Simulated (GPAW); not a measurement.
# BaTiO3 (Pm-3m) in GPAW: convergence with plane-wave cutoff (eV)

Aim: find how far plane-wave cutoff (eV) must go before the results for BaTiO3 settle, at LDA. This setting moves, with any that are tied to it; all else stays.

Everything below comes from runs of GPAW 26.7.0. Logs are shortened: lines on timing, memory, paths and dates and some standing lists are left out, and cuts for length are marked. The log counts tension as positive stress, the text compression.

### Step 1. The crystal as given

The structure is cubic, space group Pm-3m (No. 221). The conventional cell has a = 4.006 Å, b = 4.006 Å, c = 4.006 Å, α = 90.00°, β = 90.00°, γ = 90.00°. Around Ba (site symmetry m-3m) lie 12 O at 2.83 Å. Around Ti (site symmetry m-3m) lie 6 O at 2.00 Å. Around O (site symmetry 4/mmm) lie 2 Ti at 2.00 Å.

### Step 2. With plane-wave cutoff (eV) 300

run.py

```python
from ase.dft.bandgap import bandgap
from ase.io import read, write
from ase.units import GPa
from gpaw import GPAW, PW

atoms = read('BaTiO3.xyz')

calc = GPAW(mode=PW(300),
            xc='LDA',
            kpts={'size': (5, 5, 5), 'gamma': True},
            occupations={'name': 'fermi-dirac', 'width': 0.05},
            nbands=36,
            convergence={'density': 1e-05, 'energy': 1e-05},
            maxiter=100,
            txt='gpaw.txt')
atoms.calc = calc
energy = atoms.get_potential_energy()
forces = atoms.get_forces()
stress = atoms.get_stress()
calc.write('gs.gpw')
write('result.traj', atoms)
print(f'Energy: {energy:.6f} eV')
print('Forces (eV/A):')
print(forces.round(4))
print('Stress (GPa):', (stress / GPa).round(3))
print('Fermi level:', round(calc.get_fermi_level(), 4), 'eV')
print(f'Gap: {bandgap(calc)[0]:.4f} eV, direct: {bandgap(calc, direct=True)[0]:.4f} eV')
```

BaTiO3.xyz

```xyz
5
Lattice="4.0060000000 0.0000000000 0.0000000000 0.0000000000 4.0060000000 0.0000000000 0.0000000000 0.0000000000 4.0060000000" Properties=species:S:1:pos:R:3 pbc="T T T"
Ba     2.0030000000      2.0030000000      2.0030000000
Ti     0.0000000000      0.0000000000      0.0000000000
O      0.0000000000      0.0000000000      2.0030000000
O      0.0000000000      2.0030000000      0.0000000000
O      2.0030000000      0.0000000000      0.0000000000
```

Potentials or basis: the program's PAW data sets (release 1.2.1) made for this functional, pw.

Run with:

```sh
> OMP_NUM_THREADS=1 python run.py
```

Wall time 9.8 s (1 thread of Arm Neoverse V1, shared host); peak memory 0.14 GiB.

Results:

- Free energy: -21.5745 eV
- Pressure: -145.7 GPa
- Band gap on the k mesh: 1.57 eV, indirect (least direct gap 1.62 eV)

### Step 3. With plane-wave cutoff (eV) 350

Changes to run.py since step 2:

```diff
@@ -7,3 +7,3 @@
 
-calc = GPAW(mode=PW(300),
+calc = GPAW(mode=PW(350),
             xc='LDA',
```

BaTiO3.xyz is that of step 2.

Potentials or basis: the program's PAW data sets (release 1.2.1) made for this functional, pw.

Run with:

```sh
> OMP_NUM_THREADS=1 python run.py
```

Wall time 10 s (1 thread of Arm Neoverse V1, shared host); peak memory 0.15 GiB.

What came out:

```
Free energy            : -32.3392 eV
Pressure               : -95.9 GPa
Band gap on the k mesh : 1.72 eV, indirect (least direct gap 1.90 eV)
```

### Step 4. With plane-wave cutoff (eV) 400

Changes to run.py since step 3:

```diff
@@ -7,3 +7,3 @@
 
-calc = GPAW(mode=PW(350),
+calc = GPAW(mode=PW(400),
             xc='LDA',
```

BaTiO3.xyz is that of step 3.

Run with:

```sh
> OMP_NUM_THREADS=1 python run.py
```

Run time: 9.6 s. Hardware: 1 thread of Arm Neoverse V1, shared host; peak memory 0.15 GiB.

What came out:

- Free energy: -37.9945 eV
- Pressure: -60.6 GPa
- Band gap on the k mesh: 1.78 eV, direct

### Step 5. With plane-wave cutoff (eV) 500

Changes to run.py since step 4:

```diff
@@ -7,3 +7,3 @@
 
-calc = GPAW(mode=PW(400),
+calc = GPAW(mode=PW(500),
             xc='LDA',
```

BaTiO3.xyz is that of step 4.

Run with:

```sh
> OMP_NUM_THREADS=1 python run.py
```

Run time: 15 s. Hardware: 1 thread of Arm Neoverse V1, shared host; peak memory 0.16 GiB.

Results:

- Free energy: -42.4058 eV
- Pressure: -24.4 GPa
- Band gap on the k mesh: 1.80 eV, indirect (least direct gap 1.82 eV)

### Step 6. With plane-wave cutoff (eV) 600

Changes to run.py since step 5:

```diff
@@ -7,3 +7,3 @@
 
-calc = GPAW(mode=PW(500),
+calc = GPAW(mode=PW(600),
             xc='LDA',
```

BaTiO3.xyz is that of step 5.

Potentials or basis: the program's PAW data sets (release 1.2.1) made for this functional, pw.

Run with:

```sh
> OMP_NUM_THREADS=1 python run.py
```

It took 17 s on 1 thread of Arm Neoverse V1, shared host; peak memory 0.17 GiB.

It converged, with:

* Free energy: -43.4779 eV
* Pressure: -12.5 GPa
* Band gap on the k mesh: 1.81 eV, indirect (least direct gap 1.82 eV)

### Step 7. With plane-wave cutoff (eV) 700

Changes to run.py since step 6:

```diff
@@ -7,3 +7,3 @@
 
-calc = GPAW(mode=PW(600),
+calc = GPAW(mode=PW(700),
             xc='LDA',
```

BaTiO3.xyz is that of step 6.

Run with:

```sh
> OMP_NUM_THREADS=1 python run.py
```

Run time: 19 s. Hardware: 1 thread of Arm Neoverse V1, shared host; peak memory 0.18 GiB.

It converged, with:

```
Free energy            : -43.7226 eV
Pressure               : -8.9 GPa
Band gap on the k mesh : 1.81 eV, indirect (least direct gap 1.82 eV)
```

### Step 8. With plane-wave cutoff (eV) 800

Changes to run.py since step 7:

```diff
@@ -7,3 +7,3 @@
 
-calc = GPAW(mode=PW(700),
+calc = GPAW(mode=PW(800),
             xc='LDA',
```

BaTiO3.xyz is that of step 7.

Run with:

```sh
> OMP_NUM_THREADS=1 python run.py
```

Wall time 27 s (1 thread of Arm Neoverse V1, shared host); peak memory 0.2 GiB.

The run converged. Its results:

```yaml
Free_energy: -43.7701 eV
Pressure: -7.9 GPa
Band_gap_on_the_k_mesh: 1.81 eV, indirect (least direct gap 1.82 eV)
```

### Step 9. With plane-wave cutoff (eV) 1000

Changes to run.py since step 8:

```diff
@@ -7,3 +7,3 @@
 
-calc = GPAW(mode=PW(800),
+calc = GPAW(mode=PW(1000),
             xc='LDA',
```

BaTiO3.xyz is that of step 8.

Potentials or basis: the program's PAW data sets (release 1.2.1) made for this functional, pw.

Run with:

```sh
> OMP_NUM_THREADS=1 python run.py
```

Run time: 36 s. Hardware: 1 thread of Arm Neoverse V1, shared host; peak memory 0.23 GiB.

Results (log left out):

| Item | Value |
| --- | --- |
| Free energy | -43.7807 eV |
| Pressure | -7.7 GPa |
| Band gap on the k mesh | 1.81 eV, indirect (least direct gap 1.82 eV) |

### Step 10. With plane-wave cutoff (eV) 1200

Changes to run.py since step 9:

```diff
@@ -7,3 +7,3 @@
 
-calc = GPAW(mode=PW(1000),
+calc = GPAW(mode=PW(1200),
             xc='LDA',
```

BaTiO3.xyz is that of step 9.

Potentials or basis: the program's PAW data sets (release 1.2.1) made for this functional, pw.

Run with:

```sh
> OMP_NUM_THREADS=1 python run.py
```

gpaw.txt:

```text
__  _  _
 | _ |_)|_||  |
 |__||  | ||/\| - 26.7.0

Input parameters:
  mode=PW(ecut=1200.0),
  convergence={'density': 1e-05, 'energy': 1e-05},
  kpts=MonkhorstPack(size=(5, 5, 5), gamma=True),
  maxiter=100,
  nbands=36,
  occupations=Occupations(name='fermi-dirac', width=0.05),
  xc=XC(name='LDA')

Diagonalizing LCAO Hamiltonian
Converting LCAO to pw mode
   .---------.
  /|         |
 * |         |
 | |   Ba    |
 O |         |
 | .---------.
 |/         /
 Ti---O----*

Atoms  # Å, Bohr magnetons
|   | symbol |        x |        y |        z |    initial magnetic moments |
|---|--------|----------|----------|----------|-----------------------------|
| 0 |     Ba | 2.003000 | 2.003000 | 2.003000 | ( 0.0000,  0.0000,  0.0000) |
| 1 |     Ti | 0.000000 | 0.000000 | 0.000000 | ( 0.0000,  0.0000,  0.0000) |
| 2 |      O | 0.000000 | 0.000000 | 2.003000 | ( 0.0000,  0.0000,  0.0000) |
| 3 |      O | 0.000000 | 2.003000 | 0.000000 | ( 0.0000,  0.0000,  0.0000) |
| 4 |      O | 2.003000 | 0.000000 | 0.000000 | ( 0.0000,  0.0000,  0.0000) |

Unit cell  # Å
| periodic |        x |        y |        z |  lengths |    angles |
|----------|----------|----------|----------|----------|-----------|
|      yes | 4.006000 | 0.000000 | 0.000000 | 4.006000 | 90.000000 |
|      yes | 0.000000 | 4.006000 | 0.000000 | 4.006000 | 90.000000 |
|      yes | 0.000000 | 0.000000 | 4.006000 | 4.006000 | 90.000000 |

Number of symmetries: 48
Symmetry operations  # r_c * U_cc + t_c -> r_c
|    | kind |            matrix            |
|----|------|------------------------------|
|  0 |  E   |  1, 0, 0,  0, 1, 0,  0, 0, 1 |
|  1 |  σ   |  1, 0, 0,  0, 1, 0,  0, 0,-1 |
|  2 |  σ   |  1, 0, 0,  0, 0, 1,  0, 1, 0 |
|  3 |  C4  |  1, 0, 0,  0, 0, 1,  0,-1, 0 |
|  4 |  C4  |  1, 0, 0,  0, 0,-1,  0, 1, 0 |
|  5 |  σ   |  1, 0, 0,  0, 0,-1,  0,-1, 0 |
|  6 |  σ   |  1, 0, 0,  0,-1, 0,  0, 0, 1 |
|  7 |  C2  |  1, 0, 0,  0,-1, 0,  0, 0,-1 |
|  8 |  σ   |  0, 1, 0,  1, 0, 0,  0, 0, 1 |
|  9 |  C2  |  0, 1, 0,  1, 0, 0,  0, 0,-1 |
| 10 |  C3  |  0, 1, 0,  0, 0, 1,  1, 0, 0 |
| 11 |  S6  |  0, 1, 0,  0, 0, 1, -1, 0, 0 |
| 12 |  S6  |  0, 1, 0,  0, 0,-1,  1, 0, 0 |
| 13 |  C3  |  0, 1, 0,  0, 0,-1, -1, 0, 0 |
| 14 |  C4  |  0, 1, 0, -1, 0, 0,  0, 0, 1 |
| 15 |  S4  |  0, 1, 0, -1, 0, 0,  0, 0,-1 |
| 16 |  C3  |  0, 0, 1,  1, 0, 0,  0, 1, 0 |
| 17 |  S6  |  0, 0, 1,  1, 0, 0,  0,-1, 0 |
| 18 |  σ   |  0, 0, 1,  0, 1, 0,  1, 0, 0 |
| 19 |  C4  |  0, 0, 1,  0, 1, 0, -1, 0, 0 |
| 20 |  C2  |  0, 0, 1,  0,-1, 0,  1, 0, 0 |
| 21 |  S4  |  0, 0, 1,  0,-1, 0, -1, 0, 0 |
| 22 |  S6  |  0, 0, 1, -1, 0, 0,  0, 1, 0 |
| 23 |  C3  |  0, 0, 1, -1, 0, 0,  0,-1, 0 |
| 24 |  S6  |  0, 0,-1,  1, 0, 0,  0, 1, 0 |
| 25 |  C3  |  0, 0,-1,  1, 0, 0,  0,-1, 0 |
| 26 |  C4  |  0, 0,-1,  0, 1, 0,  1, 0, 0 |
| 27 |  σ   |  0, 0,-1,  0, 1, 0, -1, 0, 0 |
| 28 |  S4  |  0, 0,-1,  0,-1, 0,  1, 0, 0 |
| 29 |  C2  |  0, 0,-1,  0,-1, 0, -1, 0, 0 |
| 30 |  C3  |  0, 0,-1, -1, 0, 0,  0, 1, 0 |
| 31 |  S6  |  0, 0,-1, -1, 0, 0,  0,-1, 0 |
| 32 |  C4  |  0,-1, 0,  1, 0, 0,  0, 0, 1 |
| 33 |  S4  |  0,-1, 0,  1, 0, 0,  0, 0,-1 |
| 34 |  S6  |  0,-1, 0,  0, 0, 1,  1, 0, 0 |
| 35 |  C3  |  0,-1, 0,  0, 0, 1, -1, 0, 0 |
| 36 |  C3  |  0,-1, 0,  0, 0,-1,  1, 0, 0 |
| 37 |  S6  |  0,-1, 0,  0, 0,-1, -1, 0, 0 |
| 38 |  σ   |  0,-1, 0, -1, 0, 0,  0, 0, 1 |
| 39 |  C2  |  0,-1, 0, -1, 0, 0,  0, 0,-1 |
| 40 |  σ   | -1, 0, 0,  0, 1, 0,  0, 0, 1 |
| 41 |  C2  | -1, 0, 0,  0, 1, 0,  0, 0,-1 |
| 42 |  C2  | -1, 0, 0,  0, 0, 1,  0, 1, 0 |
| 43 |  S4  | -1, 0, 0,  0, 0, 1,  0,-1, 0 |
| 44 |  S4  | -1, 0, 0,  0, 0,-1,  0, 1, 0 |
| 45 |  C2  | -1, 0, 0,  0, 0,-1,  0,-1, 0 |
| 46 |  C2  | -1, 0, 0,  0,-1, 0,  0, 0, 1 |
[... 93 lines left out ...]
    |    d |        |      22.748 |    1.058 |

    Using partial waves for Ti as LCAO basis

  O:
    name:    Oxygen
    Z:       8.0
    valence: 6
    core:    2
    charge:  0.0  # [|e|]
    compensation charges:
      type: gauss
      rc: 0.21  # [Å]
      lmax: 2
    cutoffs:
      filter: 1.17  # [Å]
      core: 0.83  # [Å]
    projectors
    | kind |    occ | energy [eV] | rcut [Å] |
    |------|--------|-------------|----------|
    |   2s |  2.000 |     -23.752 |    0.688 |
    |   2p |  4.000 |      -9.195 |    0.598 |
    |    s |        |       3.459 |    0.688 |
    |    p |        |      18.016 |    0.598 |
    |    d |        |       0.000 |    0.619 |

    Using partial waves for O as LCAO basis

Reference energy: -250365.446817  # eV

eigensolver:
  PPCG
  Converge bands: occupied
  niter=2

density mixing:
  MSR1-Mixer
  Pratt-step length: 0.05
  Maximum mixing coefficient: 0.75
  Old densities: 10
  SVD Regularization: 0.005
  Good broyden scale: 1.0
  Trust region scale: 1.0
  Backstep threshold: 4.0
  History deletion threshold: 6.0
  Fourier metric: weight=20.0, sigma=0.015

occupation numbers:
  Fermi-Dirac:
    width: 0.0500  # eV

poisson solver:
  ecut: 9600.0  # eV

xc functional:
  name: None

convergence criteria:
- Maximum integral of absolute [dens]ity change: 1e-05 electrons / valence electron
- Maximum [total energy] change in last 3 cyles: 1e-05 eV / valence electron
- Maximum integral of absolute [eigenst]ate change: 4e-08 eV^2 / valence electron
maximum number of iterations: 100

SCF iterations
|iter     | |      energy | eigst |  dens |
|---------|-|-------------|-------|-------|
|iter:   1| |  -49.021926 | +0.38 |       |
|iter:   2| |  -47.355392 | -1.29 | -0.88 |
|iter:   3| |  -44.037916 | -0.90 | -0.95 |
|iter:   4| |  -43.837693 | -2.20 | -1.46 |
|iter:   5| |  -43.788694 | -2.91 | -1.64 |
|iter:   6| |  -43.784116 | -3.70 | -1.99 |
|iter:   7| |  -43.784107 | -5.08 | -2.87 |
|iter:   8| |  -43.784103c| -5.92 | -3.41 |
|iter:   9| |  -43.784104c| -7.60c| -4.11 |
|iter:  10| |  -43.784104c| -8.38c| -5.08c|

Converged in 10 steps
Energy contributions relative to reference atoms: (reference = -250365.446817)

Energy contributions:
  Kinetic:          37.295577
  Coulomb:         -41.031732
  Zero:              0.713258
  External:          0.000000
  Xc:              -40.761207
  Entropy:          -0.000000
  Spinorbit:         0.000000
  ----------------------------
  Free energy:     -43.784104
  Extrapolated:    -43.784104

dipole moment: (-35.405267, -35.405267, -35.405267)  # |e|*Ang

Fermi level: 8.078
Eigenvalues  # (at kpt = [0.000, 0.000, 0.000])
| band index |      eig [eV] | occ [0-2] |
|------------|---------------|-----------|
|          0 |       -48.687 |     2.000 |
|        ... |               |           |
|         12 |         4.956 |     2.000 |
|         13 |         4.956 |     2.000 |
|         14 |         6.149 |     2.000 |
|         15 |         6.149 |     2.000 |
|         16 |         6.149 |     2.000 |
|         17 |         7.127 |     2.000 |
[... 8 lines left out ...]
|         26 |        12.199 |     0.000 |
|         27 |        14.450 |     0.000 |
|        ... |               |           |
|         35 |        26.725 |     0.000 |

Gap: 1.806 eV
Transition (v -> c):
  (s=0, k=9, n=19, [0.40, 0.40, 0.40]) -> (s=0, k=0, n=20, [0.00, 0.00, 0.00])
Direct/indirect transitions are different
Direct gap: 1.823 eV
Transition at: (s=0, k=0, n=19, [0.00, 0.00, 0.00])

Forces  # eV/Ang
|        x |        y |        z |
|----------|----------|----------|
|  0.00000 |  0.00000 | -0.00000 |  # Ba   0
|  0.00000 |  0.00000 |  0.00000 |  # Ti   1
|  0.00000 |  0.00000 |  0.00000 |  # O    2
| -0.00000 |  0.00000 |  0.00000 |  # O    3
|  0.00000 | -0.00000 | -0.00000 |  # O    4

Stress tensor  # eV/Ang^3
|        x |        y |        z |
|----------|----------|----------|
| 0.048261 | 0.000000 | 0.000000 |
| 0.000000 | 0.048261 | 0.000000 |
| 0.000000 | 0.000000 | 0.048261 |

# Writing to gs.gpw (mode='')
```

Run time: 50 s. Hardware: 1 thread of Arm Neoverse V1, shared host; peak memory 0.28 GiB.

What came out:

* Free energy: -43.7841 eV
* Pressure: -7.7 GPa
* Band gap on the k mesh: 1.81 eV, indirect (least direct gap 1.82 eV)

### Step 11. Summary

| plane-wave cutoff (eV) | energy less the tightest run, at zero smearing (meV/atom) | pressure (GPa) | gap on the mesh (eV) | SCF cycles | CPU time (s) | peak memory (GiB) |
| --- | --- | --- | --- | --- | --- | --- |
| 300 | 4441.93 | -145.71 | 1.572 | 11 | 9.8 | 0.14 |
| 350 | 2288.98 | -95.86 | 1.725 | 10 | 10 | 0.15 |
| 400 | 1157.91 | -60.61 | 1.777 | 10 | 9.6 | 0.15 |
| 500 | 275.66 | -24.42 | 1.801 | 11 | 15 | 0.16 |
| 600 | 61.25 | -12.46 | 1.808 | 10 | 17 | 0.17 |
| 700 | 12.29 | -8.87 | 1.806 | 10 | 19 | 0.18 |
| 800 | 2.81 | -7.94 | 1.806 | 10 | 27 | 0.2 |
| 1000 | 0.67 | -7.74 | 1.806 | 10 | 36 | 0.23 |
| 1200 | 0.00 | -7.73 | 1.806 | 10 | 50 | 0.28 |

Against the tightest run, the energy stays within 1 meV/atom from 1000 on; the pressure stays within 0.1 GPa from 1000 on; the gap on the mesh stays within 0.01 eV from 500 on. The tightest run that finished is the yardstick and may itself not be fully converged.

Caveats: spin-orbit coupling is left out, which moves the levels of the heavy elements; an odd mesh through Γ misses points on the zone boundary, where band edges often lie.
